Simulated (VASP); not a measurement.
Write the native input for VASP 6.6.1 that does the following.

```
Task                   : single point
Functional             : LDA
Potentials or basis    : VASP PAW LDA potentials, release 64 (C, O)
Cutoff                 : 520 eV
k mesh                 : 2 × 2 × 2
Occupations            : fermi-dirac, width 0.15 eV
Spin                   : no spin polarisation
Dipole correction      : no
Further INCAR settings : ALGO = Normal; EDIFF = 1e-07; NBANDS = 25
```

The structure of CO2 lies in POSCAR:

```
CO2
1.0
   -1.9772090000      1.9772090000      3.0178470000
    1.9772090000     -1.9772090000      3.0178470000
    1.9772090000      1.9772090000     -3.0178470000
C O
2 4
Direct
    0.7366245758      0.2421588921      0.4780430395
    0.0049110206     -0.0021668857     -0.0090782006
    0.6975202296      0.1057954802      0.0529784661
    0.0355790302      0.6431038290      0.9086988275
    0.3748887457      0.2747531505      0.4093775620
    0.8964055938      0.9669866502      0.5836805821
```

The cell comes from a database or a generator and needn't be the stable form of this composition.

One way to write it, as run:

INCAR

```
SYSTEM = CO2
PREC = Accurate ; ENCUT = 520
EDIFF = 1E-7 ; ISMEAR = -1
SIGMA = 0.15 ; LREAL = .FALSE.
LASPH = .TRUE. ; NELM = 100
ALGO = Normal ; ISIF = 2
LWAVE = .FALSE. ; LCHARG = .FALSE.
NBANDS = 25
```

KPOINTS

```
Automatic mesh
0
G
  2 2 2
  0 0 0
```

Potentials or basis: VASP PAW LDA potentials, release 64 (C, O).

Command:

```bash
$ cat potpaw_LDA.64/C/POTCAR potpaw_LDA.64/O/POTCAR > POTCAR
$ mpirun -np 1 vasp_std > vasp.out
```

Results of the run:

```yaml
Pressure: -10.1 GPa
Largest_force: 3.653 eV/Å
Band_gap_on_the_k_mesh: 7.11 eV, indirect (least direct gap 7.49 eV)
```

Caveat: the k mesh is coarse (spacing up to 1.12 Å⁻¹), so the values aren't converged; forces of over 1 eV/Å show positions far from the minimum, so gaps and moduli don't describe the material at rest.

Wall time 3.8 s on 1 thread of Intel(R) Xeon(R) 6975P-C (Granite Rapids), with other jobs on the host, peak memory 0.14 GiB.
